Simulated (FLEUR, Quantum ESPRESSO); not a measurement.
**Pd: programs and potentials compared**

```
Pd
1.0
     0.00000    1.94650    1.94650
     1.94650    0.00000    1.94650
     1.94650    1.94650    0.00000
Pd
1
Direct
  0.00000 0.00000 0.00000
```

Alike in all runs: task single point; functional PBE; k mesh 6 × 6 × 6; occupations fermi-dirac, width 0.05 eV; no spin polarisation; no spin-orbit coupling.

```csv
program and potentials,plane-wave cutoff (eV),notes,band gap (eV)
"FLEUR, all-electron, FLAPW",-,-,no gap
"Quantum ESPRESSO, Ansatz NC SR PBE",1116,-,no gap
"Quantum ESPRESSO, SG15 PBE 1.2",952,-,no gap
```

None finds a gap. The k mesh is coarse, so the values compare programs but aren't converged.

Differences between rows come from potentials, basis sets and numerical settings, since the functional is the same but for its coding. Runs on potential files found faulty are left out.

The all-electron calculation and both pseudopotential calculations describe fcc palladium as a metal, in line with its known behaviour. Electron counting alone would not require this: the primitive cell holds one atom with an even number of valence electrons, so completely filled bands would be possible in principle. The free atom even has a closed d shell and an empty outer s shell. In the solid, however, the broad sp band overlaps the narrower d band in energy and hybridises with it. Some electrons therefore occupy sp-derived states, leaving holes at the top of the d band, and the Fermi level cuts through bands of both characters. Because the metallicity comes from this broad overlap and not from a delicate near-degeneracy, it is probably insensitive to how the core is represented. The shared absence of a gap doesn't establish equal d-band widths or densities of states at the Fermi level, the latter being decisive for palladium's strongly enhanced paramagnetism and its closeness to ferromagnetism.
